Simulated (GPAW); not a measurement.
# CdS (Greenockite) (P6_3mc) in GPAW: notebook

The runs below take CdS (Greenockite) through band structure, with BLYP, PBE.

Everything below comes from runs of GPAW 26.7.0. Logs are shortened: lines on timing, memory, paths and dates and some standing lists are left out, and cuts for length are marked. The log counts tension as positive stress, the text compression.

**Experimental background.**

From “Isotope dependence of band-gap energy”, 2008, arxiv:0807.2152, for a bulk crystal of CdS: band gap 2.5809 ± 0.0002 eV.

The results are compared with them further down.

### Step 1. Starting point

The structure is hexagonal, space group P6_3mc (No. 186). Conventional cell: a = 4.150 Å, b = 4.150 Å, c = 6.737 Å, α = 90.00°, β = 90.00°, γ = 120.00°. Around Cd (site symmetry 3m) lie 4 S at 2.53 to 2.54 Å. S (site symmetry 3m) is surrounded by 4 Cd at 2.53 to 2.54 Å.

### Step 2. Band structure, BLYP, spin-orbit coupling, no magnetisation

Contents of run.py:

```python
import numpy as np
from ase.dft.bandgap import bandgap
from ase.io import read, write
from ase.units import GPa
from gpaw import GPAW, PW, setup_paths
from gpaw.spinorbit import soc_eigenstates

setup_paths.insert(0, '.')

atoms = read('CdS.xyz')

calc = GPAW(mode=PW(600),
            xc='BLYP',
            kpts={'size': (5, 5, 3), 'gamma': True},
            occupations={'name': 'fermi-dirac', 'width': 0.05},
            nbands=31,
            convergence={'density': 1e-05, 'energy': 1e-05},
            eigensolver='davidson',
            maxiter=150,
            txt='gpaw.txt')
atoms.calc = calc
energy = atoms.get_potential_energy()
forces = atoms.get_forces()
stress = atoms.get_stress()
calc.write('gs.gpw')
write('result.traj', atoms)
print(f'Energy: {energy:.6f} eV')
print('Forces (eV/A):')
print(forces.round(4))
print('Stress (GPa):', (stress / GPa).round(3))
print('Fermi level:', round(calc.get_fermi_level(), 4), 'eV')
print(f'Gap: {bandgap(calc)[0]:.4f} eV, direct: {bandgap(calc, direct=True)[0]:.4f} eV')

path = atoms.cell.bandpath('GMKGALHA,LM,KH', npoints=60, eps=1e-4)
bs_calc = calc.fixed_density(kpts=path, symmetry='off', nbands=51,
                             convergence={'bands': 'CBM+6.0', 'eigenstates': 1e-6}, txt='bands.txt')
bs = bs_calc.band_structure()
bs.write('bs.json')
print(f'Gap on the path: {bandgap(bs_calc)[0]:.4f} eV')

soc = soc_eigenstates(bs_calc, theta=90, phi=45)
np.savetxt('soc_bands.dat', soc.eigenvalues(), fmt='%.4f')
mesh = soc_eigenstates('gs.gpw', theta=90, phi=45)
np.savetxt('soc_mesh.dat', mesh.eigenvalues(), fmt='%.4f')
print('Fermi level with spin-orbit coupling:', round(mesh.fermi_level, 4), 'eV')
```

Contents of CdS.xyz:

```xyz
4
Lattice="4.1500000000 0.0000000000 0.0000000000 -2.0750000000 3.5940054257 0.0000000000 0.0000000000 0.0000000000 6.7370000000" Properties=species:S:1:pos:R:3 pbc="T T T"
Cd     2.0750000002      1.1980018084      3.3685000000
Cd    -0.0000000002      2.3960036173      0.0000000000
S      2.0750000002      1.1980018084      5.8948750000
S     -0.0000000002      2.3960036173      2.5263750000
```

Potentials or basis: PAW data sets generated in the run's folder for this functional, pw.

Started as:

```
$ gpaw-setup -f BLYP Cd S
$ OMP_NUM_THREADS=1 python run.py
```

gpaw.txt:

```text
__  _  _
 | _ |_)|_||  |
 |__||  | ||/\| - 26.7.0

Input parameters:
  mode=PW(ecut=600.0),
  convergence={'density': 1e-05, 'energy': 1e-05},
  eigensolver=Davidson(niter=2),
  kpts=MonkhorstPack(size=(5, 5, 3), gamma=True),
  maxiter=150,
  nbands=31,
  occupations=Occupations(name='fermi-dirac', width=0.05),
  xc=XC(name='BLYP')

Diagonalizing LCAO Hamiltonian
Converting LCAO to pw mode

            S

            Cd
        S

        Cd

Atoms  # Å, Bohr magnetons
|   | symbol |         x |        y |        z |    initial magnetic moments |
|---|--------|-----------|----------|----------|-----------------------------|
| 0 |     Cd |  2.075000 | 1.198002 | 3.368500 | ( 0.0000,  0.0000,  0.0000) |
| 1 |     Cd | -0.000000 | 2.396004 | 0.000000 | ( 0.0000,  0.0000,  0.0000) |
| 2 |      S |  2.075000 | 1.198002 | 5.894875 | ( 0.0000,  0.0000,  0.0000) |
| 3 |      S | -0.000000 | 2.396004 | 2.526375 | ( 0.0000,  0.0000,  0.0000) |

Unit cell  # Å
| periodic |         x |        y |        z |  lengths |     angles |
|----------|-----------|----------|----------|----------|------------|
|      yes |  4.150000 | 0.000000 | 0.000000 | 4.150000 |  90.000000 |
|      yes | -2.075000 | 3.594005 | 0.000000 | 4.150000 |  90.000000 |
|      yes |  0.000000 | 0.000000 | 6.737000 | 6.737000 | 120.000000 |

Number of symmetries: 6
Symmetry operations  # r_c * U_cc + t_c -> r_c
|   | kind |            matrix            |
|---|------|------------------------------|
| 0 |  σ   |  1, 1, 0,  0,-1, 0,  0, 0, 1 |
| 1 |  E   |  1, 0, 0,  0, 1, 0,  0, 0, 1 |
| 2 |  C3  |  0, 1, 0, -1,-1, 0,  0, 0, 1 |
| 3 |  σ   |  0,-1, 0, -1, 0, 0,  0, 0, 1 |
| 4 |  σ   | -1, 0, 0,  1, 1, 0,  0, 0, 1 |
| 5 |  C3  | -1,-1, 0,  1, 0, 0,  0, 0, 1 |

BZ-sampling:
  Number of BZ points: 75
  Number of IBZ points: 12

  Monkhorst-Pack size: [5, 5, 3]
  Monkhorst-Pack shift: [0, 0, 0]

K-points  # in reciprocal-cell coordinates
|     |                                coordinates |     weight |
|-----|--------------------------------------------|------------|
|   0 | (  0.00000000,   0.00000000,   0.00000000) | 0.01333333 |
|   1 | (  0.00000000,   0.00000000,   0.33333333) | 0.02666667 |
|   2 | (  0.20000000,   0.00000000,  -0.33333333) | 0.08000000 |
|   3 | (  0.20000000,   0.00000000,   0.00000000) | 0.08000000 |
|   4 | (  0.20000000,   0.00000000,   0.33333333) | 0.08000000 |
|   5 | (  0.40000000,  -0.20000000,   0.00000000) | 0.08000000 |
|   6 | (  0.40000000,  -0.20000000,   0.33333333) | 0.16000000 |
|   7 | (  0.40000000,   0.00000000,  -0.33333333) | 0.08000000 |
|   8 | (  0.40000000,   0.00000000,   0.00000000) | 0.08000000 |
|   9 | (  0.40000000,   0.00000000,   0.33333333) | 0.08000000 |
| ... |                                            |            |
|  11 | (  0.40000000,   0.40000000,   0.33333333) | 0.16000000 |

Plane wave coefficients: 3372
Cutoff: 600.0 eV

Spin-components: 1 (collinear spins)
Bands:           31
Projectors:      22
Spin-degeneracy: 2
Datatype:        complex128

Parallelization:
  kpt:    1
  domain: 1
  band:   1

Density:
  Valence electrons: 36.0
  Components: 1
  Grid points: [24 24 40]
  Charge: 0.0  # |e|

Potential:
  Grid points: [24 24 40]

species:
  Cd:
    name:    Cadmium
    Z:       48.0
    valence: 12
    core:    36
    charge:  0.0  # [|e|]
    compensation charges:
      type: gauss
      rc: 0.38  # [Å]
      lmax: 2
    cutoffs:
      filter: 2.12  # [Å]
      core: 2.62  # [Å]
    projectors
    | kind |    occ | energy [eV] | rcut [Å] |
    |------|--------|-------------|----------|
    |   5s |  2.000 |      -5.646 |    1.191 |
    |   5p |  0.000 |      -1.192 |    1.228 |
    |   4d | 10.000 |     -11.572 |    1.164 |
    |    s |        |      21.565 |    1.191 |
    |    p |        |      26.020 |    1.228 |
    |    d |        |      15.639 |    1.164 |

    Using partial waves for Cd as LCAO basis

  S:
    name:    Sulfur
    Z:       16.0
    valence: 6
    core:    10
    charge:  0.0  # [|e|]
    compensation charges:
      type: gauss
      rc: 0.24  # [Å]
      lmax: 2
    cutoffs:
      filter: 1.77  # [Å]
      core: 1.66  # [Å]
    projectors
    | kind |    occ | energy [eV] | rcut [Å] |
    |------|--------|-------------|----------|
    |   3s |  2.000 |     -17.111 |    0.974 |
    |   3p |  4.000 |      -6.865 |    0.979 |
    |    s |        |      10.101 |    0.974 |
    |    p |        |      20.346 |    0.979 |
    |    d |        |       0.000 |    0.900 |

    Using partial waves for S as LCAO basis

Reference energy: -326104.113028  # eV

eigensolver:
  Davidson
  Converge bands: occupied
  niter=2

density mixing:
  MSR1-Mixer
  Pratt-step length: 0.05
  Maximum mixing coefficient: 0.75
  Old densities: 10
  SVD Regularization: 0.005
  Good broyden scale: 1.0
  Trust region scale: 1.0
  Backstep threshold: 4.0
  History deletion threshold: 6.0
  Fourier metric: weight=20.0, sigma=0.015

occupation numbers:
  Fermi-Dirac:
    width: 0.0500  # eV

poisson solver:
  ecut: 4800.0  # eV

xc functional:
  name: BLYP with 2 nearest neighbor stencil

convergence criteria:
- Maximum integral of absolute [dens]ity change: 1e-05 electrons / valence electron
- Maximum [total energy] change in last 3 cyles: 1e-05 eV / valence electron
- Maximum integral of absolute [eigenst]ate change: 4e-08 eV^2 / valence electron
maximum number of iterations: 150

SCF iterations
|iter     | |      energy | eigst |  dens |
|---------|-|-------------|-------|-------|
|iter:   1| |  -11.671194 | -0.35 |       |
|iter:   2| |  -11.419879 | -1.81 | -1.09 |
|iter:   3| |  -10.539024 | -1.34 | -1.13 |
|iter:   4| |  -10.515532 | -3.04 | -1.71 |
|iter:   5| |  -10.514960 | -3.74 | -2.10 |
|iter:   6| |  -10.515150 | -4.60 | -2.69 |
|iter:   7| |  -10.515168c| -5.57 | -3.55 |
|iter:   8| |  -10.515171c| -6.25 | -4.03 |
|iter:   9| |  -10.515171c| -7.10 | -4.75 |
|iter:  10| |  -10.515171c| -7.91c| -5.19c|

Converged in 10 steps
Energy contributions relative to reference atoms: (reference = -326104.113028)

Energy contributions:
  Kinetic:          45.525931
  Coulomb:         -40.639310
  Zero:              0.171407
  External:          0.000000
  Xc:              -15.573200
  Entropy:          -0.000001
  Spinorbit:         0.000000
  ----------------------------
  Free energy:     -10.515172
  Extrapolated:    -10.515171

dipole moment: (-0.000012, -0.000015, -19.100902)  # |e|*Ang

Fermi level: 4.420
Eigenvalues  # (at kpt = [0.000, 0.000, 0.000])
| band index |      eig [eV] | occ [0-2] |
|------------|---------------|-----------|
|          0 |        -8.479 |     2.000 |
|        ... |               |           |
|         10 |        -3.336 |     2.000 |
|         11 |        -3.008 |     2.000 |
|         12 |        -0.482 |     2.000 |
|         13 |         3.082 |     2.000 |
|         14 |         3.082 |     2.000 |
|         15 |         3.794 |     2.000 |
[... 8 lines left out ...]
|         24 |        11.381 |     0.000 |
|         25 |        11.539 |     0.000 |
|        ... |               |           |
|         30 |        16.264 |     0.000 |

Gap: 1.116 eV
Transition (v -> c):
  (s=0, k=0, n=17, [0.00, 0.00, 0.00]) -> (s=0, k=0, n=18, [0.00, 0.00, 0.00])
No difference between direct/indirect transitions

Forces  # eV/Ang
|       x |        y |        z |
|---------|----------|----------|
| 0.00000 |  0.00000 | -0.06196 |  # Cd   0
| 0.00000 | -0.00000 | -0.06177 |  # Cd   1
| 0.00000 |  0.00000 |  0.06212 |  # S    2
| 0.00000 |  0.00000 |  0.06171 |  # S    3

Stress tensor  # eV/Ang^3
|         x |         y |         z |
|-----------|-----------|-----------|
| -0.029856 |  0.000000 |  0.000000 |
| -0.000000 | -0.029856 | -0.000000 |
|  0.000000 | -0.000000 | -0.034623 |

# Writing to gs.gpw (mode='')
```

It took 61 s on 1 thread of AMD EPYC 9R14 (Zen 4), shared host; peak memory 0.47 GiB.

What came out:

| Quantity | Value |
| --- | --- |
| Free energy | -10.5152 eV |
| Pressure | 5.0 GPa |
| Largest force | 0.062 eV/Å |
| Band gap on the k mesh | 1.10 eV, direct |
| Band gap along the path | 1.10 eV, direct |

Forces in eV/Å, atoms in the order of the input:
```
Cd   0.000  0.000 -0.062
Cd   0.000  0.000 -0.062
S    0.000  0.000  0.062
S    0.000  0.000  0.062
```

Levels at the corners of the path, in eV from the valence-band top:
| point | band 33 | band 34 | band 35 | band 36 | band 37 | band 38 | band 39 | band 40 |
| --- | --- | --- | --- | --- | --- | --- | --- | --- |
| Γ | -0.02 | -0.02 | 0.00 | 0.00 | 1.10 | 1.10 | 2.71 | 2.71 |
| M | -1.28 | -1.28 | -0.74 | -0.74 | 3.61 | 3.61 | 3.86 | 3.86 |
| K | -1.82 | -1.79 | -1.59 | -1.59 | 4.71 | 4.71 | 4.91 | 4.95 |
| Γ | -0.02 | -0.02 | 0.00 | 0.00 | 1.10 | 1.10 | 2.71 | 2.71 |
| A | -0.39 | -0.39 | -0.39 | -0.39 | 2.75 | 2.75 | 2.75 | 2.75 |
| L | -1.31 | -1.31 | -1.31 | -1.31 | 3.44 | 3.44 | 3.44 | 3.44 |
| H | -1.13 | -1.13 | -1.12 | -1.12 | 4.29 | 4.29 | 4.34 | 4.34 |
| A | -0.39 | -0.39 | -0.39 | -0.39 | 2.75 | 2.75 | 2.75 | 2.75 |
| L | -1.31 | -1.31 | -1.31 | -1.31 | 3.44 | 3.44 | 3.44 | 3.44 |
| M | -1.28 | -1.28 | -0.74 | -0.74 | 3.61 | 3.61 | 3.86 | 3.86 |
| K | -1.82 | -1.79 | -1.59 | -1.59 | 4.71 | 4.71 | 4.91 | 4.95 |
| H | -1.13 | -1.13 | -1.12 | -1.12 | 4.29 | 4.29 | 4.34 | 4.34 |

Caveat: spin-orbit coupling was added after a scalar SCF, so levels and gaps hold it while energy, forces, pressure and moments don't; this program's spin-orbit splittings come out too wide for heavy elements.

### Step 3. Band structure, PBE

Contents of run.py:

```python
from ase.dft.bandgap import bandgap
from ase.io import read, write
from gpaw import GPAW

atoms = read('CdS.cif')

calc = GPAW(mode='fd',
            h=0.2,
            xc='PBE',
            kpts={'size': (5, 5, 3), 'gamma': True},
            occupations={'name': 'fermi-dirac', 'width': 0.05},
            nbands=31,
            convergence={'density': 1e-05, 'energy': 1e-05},
            maxiter=150,
            txt='gpaw.txt')
atoms.calc = calc
energy = atoms.get_potential_energy()
forces = atoms.get_forces()
calc.write('gs.gpw')
write('result.traj', atoms)
print(f'Energy: {energy:.6f} eV')
print('Forces (eV/A):')
print(forces.round(4))
print('Fermi level:', round(calc.get_fermi_level(), 4), 'eV')
print(f'Gap: {bandgap(calc)[0]:.4f} eV, direct: {bandgap(calc, direct=True)[0]:.4f} eV')

path = atoms.cell.bandpath('GMKGALHA,LM,KH', npoints=80, eps=1e-4)
bs_calc = calc.fixed_density(kpts=path, symmetry='off', nbands=51,
                             convergence={'bands': 'CBM+6.0', 'eigenstates': 1e-6}, txt='bands.txt')
bs = bs_calc.band_structure()
bs.write('bs.json')
print(f'Gap on the path: {bandgap(bs_calc)[0]:.4f} eV')
```

Contents of CdS.cif:

```cif
data_CdS
_cell_length_a 4.15000000
_cell_length_b 4.15000000
_cell_length_c 6.73700000
_cell_angle_alpha 90.00000000
_cell_angle_beta 90.00000000
_cell_angle_gamma 120.00000000
_space_group_name_H-M_alt 'P1'
_space_group_name_Hall 'P 1'
_space_group_IT_number 1
loop_
_space_group_symop_operation_xyz
'x,y,z'
loop_
_atom_site_label
_atom_site_type_symbol
_atom_site_symmetry_multiplicity
_atom_site_Wyckoff_symbol
_atom_site_fract_x
_atom_site_fract_y
_atom_site_fract_z
_atom_site_occupancy
Cd1 Cd 1 a 0.6666666667 0.3333333333 0.5000000000 1
Cd2 Cd 1 a 0.3333333333 0.6666666667 0.0000000000 1
S1 S 1 a 0.6666666667 0.3333333333 0.8750000000 1
S2 S 1 a 0.3333333333 0.6666666667 0.3750000000 1
```

Potentials or basis: GPAW PAW data sets (gpaw-data 1.2.1), fd.

Started as:

```
$ OMP_NUM_THREADS=1 python run.py
```

It took 5.8 min on 1 thread of Intel Xeon Platinum 8488C (Sapphire Rapids), shared host; peak memory 0.89 GiB.

The run converged. Its results:

| Property | Result |
| --- | --- |
| Free energy | -12.7235 eV |
| Largest force | 0.060 eV/Å |
| Band gap on the k mesh | 1.18 eV, direct |
| Band gap along the path | 1.18 eV, direct |

Forces on the atoms (eV/Å):
```
Cd   0.000  0.000 -0.060
Cd   0.000  0.000 -0.059
S    0.000  0.000  0.060
S    0.000  0.000  0.060
```

Levels at the corners of the path, in eV from the valence-band top:
| point | band 15 | band 16 | band 17 | band 18 | band 19 | band 20 | band 21 | band 22 |
| --- | --- | --- | --- | --- | --- | --- | --- | --- |
| Γ | -0.77 | -0.04 | 0.00 | 0.00 | 1.18 | 2.77 | 6.42 | 6.42 |
| M | -2.63 | -1.86 | -1.29 | -0.73 | 3.69 | 3.87 | 5.10 | 6.35 |
| K | -3.06 | -1.84 | -1.84 | -1.60 | 4.64 | 5.05 | 5.05 | 7.14 |
| Γ | -0.77 | -0.04 | 0.00 | 0.00 | 1.18 | 2.77 | 6.42 | 6.42 |
| A | -0.40 | -0.40 | -0.40 | -0.40 | 2.82 | 2.82 | 6.15 | 6.15 |
| L | -1.33 | -1.33 | -1.32 | -1.32 | 3.46 | 3.46 | 5.37 | 5.37 |
| H | -2.39 | -2.39 | -1.11 | -1.11 | 4.37 | 4.37 | 6.08 | 6.08 |
| A | -0.40 | -0.40 | -0.40 | -0.40 | 2.82 | 2.82 | 6.15 | 6.15 |
| L | -1.33 | -1.33 | -1.32 | -1.32 | 3.46 | 3.46 | 5.37 | 5.37 |
| M | -2.63 | -1.86 | -1.29 | -0.73 | 3.69 | 3.87 | 5.10 | 6.35 |
| K | -3.06 | -1.84 | -1.84 | -1.60 | 4.64 | 5.05 | 5.05 | 7.14 |
| H | -2.39 | -2.39 | -1.11 | -1.11 | 4.37 | 4.37 | 6.08 | 6.08 |

Caveat: the real-space grid adds noise to forces.

### Step 4. How close it comes

Step 2. Against the measured gap of CdS, 2.5809 eV (quoted in “Isotope dependence of band-gap energy”, 2008, arxiv:0807.2152), the calculated 1.10 eV is off by -1.48 eV. So large a miss can be the level of theory's own, or it may mean another phase, state or a wrong row. The value is that of BLYP, without temperature or zero-point motion. Semilocal functionals fall short of measured gaps as a rule.

Step 3. Measured gap of CdS: 2.5809 eV (quoted in “Isotope dependence of band-gap energy”, 2008, arxiv:0807.2152). This calculation gives 1.18 eV (-1.40 eV). So large a miss can be the level of theory's own, or it may mean another phase, state or a wrong row. Spin-orbit coupling on Cd is left out. The value is that of PBE, without temperature or zero-point motion. Semilocal functionals fall short of measured gaps as a rule.
